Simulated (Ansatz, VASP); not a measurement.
AlN in VASP and in Ansatz

```
Al N
1.0
     3.18130    0.00000    0.00000
    -1.59065    2.75509    0.00000
     0.00000    0.00000    4.35040
Al N
2 2
Direct
  0.33333 0.66667 0.97410
  0.66667 0.33333 0.47410
  0.33333 0.66667 0.41090
  0.66667 0.33333 0.91090
```

Alike in both runs: functional LDA; k mesh 9 × 9 × 6; occupations gaussian, width 0.05 eV; no spin polarisation.

Ansatz relaxed the structure, and its values are those at the end. VASP's run is a single point on that final structure, the one shown.

```csv
,VASP,Ansatz
version,VASP 6.6.1,Ansatz 0.2.0
potentials or method,"VASP PAW LDA potentials, release 64 (Al, N)","scalar-relativistic, plane waves, PAW"
plane-wave cutoff (eV),520,520
valence electrons in the cell,16,16
```

|  | VASP | Ansatz | Ansatz less VASP |
| --- | --- | --- | --- |
| gap on the k mesh at the Fermi level (eV) | 3.85 | 3.85 | -0.008 |
| least direct gap on the mesh (eV) | 3.85 | 3.85 | -0.008 |
| pressure (GPa) | 8.7 | 7.9 | -0.78 |
| rms of the force components (eV/Å) | 0.004 | 0.005 | +0.0003 |

Ansatz warned: «pseudo_functional_mismatch».

Caveats: an odd mesh through Γ misses points on the zone boundary, where band edges often lie.
